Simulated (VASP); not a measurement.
# K (Im-3m) in VASP: further runs

Runs on K. Level: r2SCAN. Tasks: single point.

Program: VASP 6.6.1. These are calculated values, not measurements. Logs are shortened: lines on timing, memory, paths and dates and some standing lists are left out, and cuts for length are marked.

### Step 1. Starting point

It takes space group Im-3m (No. 229, cubic). The conventional cell has a = 5.395 Å, b = 5.395 Å, c = 5.395 Å, α = 90.00°, β = 90.00°, γ = 90.00°.

### Step 2. Single point, r2SCAN

INCAR reads:

```
SYSTEM = K
ADDGRID = .False.
ALGO = Normal
EDIFF = 1E-6
ENCUT = 300
ISIF = 2
ISMEAR = -1
LASPH = .True.
LCHARG = .False.
LMIXTAU = .True.
LREAL = .False.
LWAVE = .False.
METAGGA = R2SCAN
NBANDS = 10
NELM = 100
PREC = Accurate
SIGMA = 0.15
```

KPOINTS reads:

```
k-points
0
Gamma
  3 3 3
  0 0 0
```

POSCAR reads:

```
K
1.0
   -2.6491090000      2.6630490000      2.6437420000
    2.6773590000     -2.6874940000      2.6964360000
    2.7342160000      2.7726000000     -2.6681870000
K
1
Direct
   -0.0060180000      0.0074470000      0.0002300000
```

Potentials or basis: VASP PAW PBE potentials, release 64 (K_pv).

Launch:

```
$ cat potpaw_PBE.64/K_pv/POTCAR > POTCAR
$ mpirun -np 1 vasp_std > vasp.out
```

OUTCAR:

```text
SYSTEM = K
   EDIFF = 1E-6
   ENCUT = 300
   ISIF = 2
   ISMEAR = -1
   LASPH = .True.
   LREAL = .False.
   METAGGA = R2SCAN
   NELM = 100
   PREC = Accurate

 Found     14 irreducible k-points:

 Following reciprocal coordinates:
            Coordinates               Weight
  0.000000  0.000000  0.000000      1.000000
  0.333333  0.000000 -0.000000      2.000000
  0.000000  0.333333  0.000000      2.000000
  0.333333  0.333333  0.000000      2.000000
 -0.333333  0.333333  0.000000      2.000000
  0.000000  0.000000  0.333333      2.000000
   k-points           NKPTS =     14   k-points in BZ     NKDIM =     14   number of bands    NBANDS=     10
   number of dos      NEDOS =    301   number of ions     NIONS =      1
   total plane-waves  NPLWV =  21952
   dimension x,y,z NGX =    28 NGY =   28 NGZ =   28
   dimension x,y,z NGXF=    56 NGYF=   56 NGZF=   56
   ions per type =               1
   NGX,Y,Z   is equivalent  to a cutoff of  10.13, 10.00,  9.86 a.u.
   NGXF,Y,Z  is equivalent  to a cutoff of  20.27, 20.00, 19.72 a.u.
 SYSTEM =  K
   PREC   = accura    normal or accurate (medium, high low for compatibility)
   ISTART =      0    job   : 0-new  1-cont  2-samecut
   ICHARG =      2    charge: 1-file 2-atom 10-const
   ISPIN  =      1    spin polarized calculation?
   LNONCOLLINEAR =      F non collinear calculations
   LSORBIT =      F    spin-orbit coupling
   LASPH  =      T    aspherical Exc in radial PAW
   ENCUT  =  300.0 eV  22.05 Ry    4.70 a.u.   6.49  6.57  6.67*2*pi/ulx,y,z
   NELM   =    100;   NELMIN=  2; NELMDL= -5     # of ELM steps
   EDIFF  = 0.1E-05   stopping-criterion for ELM
   LREAL  =      F    real-space projection
   EDIFFG = 0.1E-04   stopping-criterion for IOM
   NSW    =      0    number of steps for IOM
   IBRION =     -1    ionic relax: 0-MD 1-quasi-New 2-CG
   NFREE  =      0    steps in history (QN), initial steepest desc. (CG)
   ISIF   =      2    stress and relaxation
   ISYM   =      2    0-nonsym 1-usesym 2-fastsym
   POTIM  = 0.5000    time-step for ionic-motion
   TEBEG  =    0.0;   TEEND  =   0.0 temperature during run
   PSTRESS=    0.0 pullay stress
   NELECT =       7.0000    total number of electrons
   NUPDOWN=      -1.0000    fix difference up-down
   EMIN   =  10.00;   EMAX   =-10.00  energy-range for DOS
   EFERMI =   0.00;   METHOD = LEGACY
   ISMEAR =    -1;   SIGMA  =   0.15  broadening in eV -4-tet -1-fermi 0-gaus
   EFERMI_NEDOS =   21; number of points for ismear=-14 and -15
   IALGO  =     38    algorithm
   IMIX   =      4    mixing-type and parameters
     AMIX     =   0.40;   BMIX     =  1.00
     AMIX_MAG =   1.60;   BMIX_MAG =  1.00
  volume/ion in A,a.u.               =      78.52       529.87
  Fermi-wavevector in a.u.,A,eV,Ry     =   0.731335  1.382024  7.277098  0.534852
  Thomas-Fermi vector in A             =   1.823527
   LORBIT       =      0    0 simple, 1 ext, 2 COOP (PROOUT), +10 PAW based schemes
   METAGGA = R2SCAN    functional components
   LHFCALC =     F    Hartree Fock is set to
   AEXX    =    0.0000 exact exchange contribution
   IVDW    =     0    specifies the selected vdW correction
   LEPSILON=     F    determine dielectric tensor
   LRPA    =     F    only Hartree local field effects (RPA)
 non-spin polarized calculation
  energy-cutoff  :      300.00
  volume of cell :       78.52
 maximum number of plane-waves:       945
 NGX is ok and might be reduce to    28
   NGX = 13   NGY = 13   NGZ = 13

 number of electron       7.0000004 magnetization

 Free energy of the ion-electron system (eV)
  ---------------------------------------------------
  ext. energy  EPLUGINS =         0.00000000
  ---------------------------------------------------
  free energy    TOTEN  =        -6.08319163 eV

  energy without entropy =       -6.05905258  energy(sigma->0) =       -6.07112210

 E-fermi :  -1.2629     XC(G=0):  -5.7871

 val. band max:       -2.0614225021   @ k =  -0.3333   0.3333   0.0000
 cond. band min:      -0.9465095192   @ k =   0.3333  -0.3333   0.3333
 fundamental gap:      1.1149129829
 Fermi energy:        -1.2628993892

 k-point     1 :       0.0000    0.0000    0.0000
  band No.  band energies     occupation
      1     -17.4937      2.00000
      2     -17.4933      2.00000
      3     -17.4929      2.00000
      4      -3.4243      2.00000
      5       3.4589      0.00000
      6       3.5218      0.00000
      7       3.6537      0.00000
      8       4.4991      0.00000
      9       4.5997      0.00000
     10       6.8398      0.00000

 k-point     2 :       0.3333    0.0000   -0.0000
  band No.  band energies     occupation
      1     -17.5376      2.00000
      2     -17.5075      2.00000
      3     -17.4931      2.00000
      4      -2.0729      1.99101
      5       1.1264      0.00000
      6       2.4890      0.00000
      7       4.3352      0.00000
      8       4.4405      0.00000
      9       4.6152      0.00000
     10       6.1037      0.00000

 k-point     3 :       0.0000    0.3333    0.0000
  band No.  band energies     occupation
      1     -17.5347      2.00000
      2     -17.5068      2.00000
      3     -17.4938      2.00000
      4      -2.0933      1.99215
      5       1.0739      0.00000
      6       2.4611      0.00000
      7       4.4108      0.00000
      8       4.4356      0.00000
      9       4.6869      0.00000
     10       6.1105      0.00000

 k-point     4 :       0.3333    0.3333    0.0000
  band No.  band energies     occupation
      1     -17.5365      2.00000
      2     -17.5300      2.00000
      3     -17.5003      2.00000
      4       0.0029      0.00043
      5       0.0591      0.00030
      6       0.6308      0.00001
      7       3.6833      0.00000
      8       4.5669      0.00000
      9       4.7240      0.00000
     10       6.4417      0.00000

 k-point     5 :      -0.3333    0.3333    0.0000
  band No.  band energies     occupation
      1     -17.5395      2.00000
      2     -17.5091      2.00000
      3     -17.4920      2.00000
      4      -2.0614      1.99030
      5       1.1558      0.00000
      6       2.5684      0.00000
      7       4.1935      0.00000
      8       4.4477      0.00000
      9       4.6100      0.00000
     10       6.0892      0.00000

 k-point     6 :       0.0000    0.0000    0.3333
  band No.  band energies     occupation
      1     -17.5322      2.00000
      2     -17.5054      2.00000
      3     -17.4936      2.00000
      4      -2.1419      1.99431
      5       0.9488      0.00000
      6       2.5648      0.00000
      7       4.4023      0.00000
      8       4.5893      0.00000
      9       4.7452      0.00000
     10       6.0703      0.00000

 [... further k-points ...]

------------------------ aborting loop because EDIFF is reached ----------------------------------------

  FORCE on cell =-STRESS in cart. coord.  units (eV):
  Direction    XX          YY          ZZ          XY          YZ          ZX
  --------------------------------------------------------------------------------------
  -------------------------------------------------------------------------------------
  Total       -0.1012505     -0.1008375     -0.0918230     -0.0672801      0.0189394     -0.0216850
  in kB       -2.0660226     -2.0575956     -1.8736543     -1.3728554      0.3864595     -0.4424843
  external PRESSURE =      -1.9990909 kB  Pullay stress =       0.0000000 kB

 VOLUME and BASIS-vectors are now :
 -----------------------------------------------------------------------------
  energy-cutoff  :      300.00
  volume of cell :       78.52
      direct lattice vectors                 reciprocal lattice vectors
    -2.649109000  2.663049000  2.643742000    -0.003889548  0.184877607  0.188126541
     2.677359000 -2.687494000  2.696436000     0.183848792 -0.002040834  0.186277758
     2.734216000  2.772600000 -2.668187000     0.181941348  0.181121382 -0.000133391

 POSITION                                       TOTAL-FORCE (eV/Angst)
 -----------------------------------------------------------------------------------
     -2.61260      2.62765      2.64730         0.000000     -0.000000      0.000000
 -----------------------------------------------------------------------------------
    total drift:                                0.000027     -0.000042     -0.000078

  FREE ENERGIE OF THE ION-ELECTRON SYSTEM (eV)
  ---------------------------------------------------
  free  energy   TOTEN  =        -6.0831916296 eV

  energy  without entropy=       -6.0590525761  energy(sigma->0) =       -6.07112210
```

OSZICAR:

```text
N       E                     dE             d eps       ncg     rms          rms(c)
DAV:   1     0.666469038802E+01    0.66647E+01   -0.23586E+03   288   0.318E+02
DAV:   2    -0.653322125354E+01   -0.13198E+02   -0.13124E+02   300   0.791E+01
DAV:   3    -0.666844420878E+01   -0.13522E+00   -0.13517E+00   368   0.764E+00
[... 18 lines left out ...]
DAV:  22    -0.608320542534E+01    0.18589E-05   -0.54392E-06   290   0.211E-02    0.192E-02
DAV:  23    -0.608320131047E+01    0.41149E-05   -0.12771E-06   308   0.976E-03    0.111E-02
DAV:  24    -0.608319919530E+01    0.21152E-05   -0.14795E-06   292   0.104E-02    0.255E-03
DAV:  25    -0.608319163832E+01    0.75570E-05   -0.18523E-06   292   0.117E-02    0.209E-03
DAV:  26    -0.608319162961E+01    0.87143E-08   -0.17897E-07   322   0.343E-03
   1 F= -.60831916E+01 E0= -.60711221E+01  d E =-.241391E-01
```

Wall time 38 s (1 thread of Intel Xeon Platinum 8559C (Emerald Rapids), shared host); peak memory 0.16 GiB.

The run converged, but some of its settings lie outside the range that counts as converged, so its numbers aren't taken as properties of the crystal.

Results:

```
Free energy            : -6.0832 eV
Pressure               : -0.2 GPa
Band gap on the k mesh : none (metal or under the smearing width)
```

Caveat: the k mesh is coarse (spacing up to 0.55 Å⁻¹), so the values aren't converged; the PAW data sets were made with another functional, which shifts forces and pressure a little.

### Step 3. Single point, r2SCAN

INCAR, as its differences from that of step 2:

```diff
@@ -4,3 +4,3 @@
 EDIFF = 1E-6
-ENCUT = 300
+ENCUT = 700
 ISIF = 2
```

KPOINTS reads:

```
k-points
0
Gamma
  2 2 2
  0 0 0
```

POSCAR reads:

```
K
1.0
   -2.6975585167      2.6975585167      2.6975585167
    2.6975585167     -2.6975585167      2.6975585167
    2.6975585167      2.6975585167     -2.6975585167
K
1
Direct
    0.0000000000      0.0000000000      0.0000000000
```

Potentials or basis: VASP PAW PBE potentials, release 64 (K_pv).

Launch:

```
$ cat potpaw_PBE.64/K_pv/POTCAR > POTCAR
$ mpirun -np 1 vasp_std > vasp.out
```

Wall time 36 s (1 thread of Intel Xeon Platinum 8559C (Emerald Rapids), shared host); peak memory 0.25 GiB.

The run converged, but some of its settings lie outside the range that counts as converged, so its numbers aren't taken as properties of the crystal.

What came out:

```yaml
Free_energy: -5.4963 eV
Pressure: 0.5 GPa
Band_gap_on_the_k_mesh: none (metal or under the smearing width)
```

Caveat: the k mesh is coarse (spacing up to 0.82 Å⁻¹), so the values aren't converged; the PAW data sets were made with another functional, which shifts forces and pressure a little.
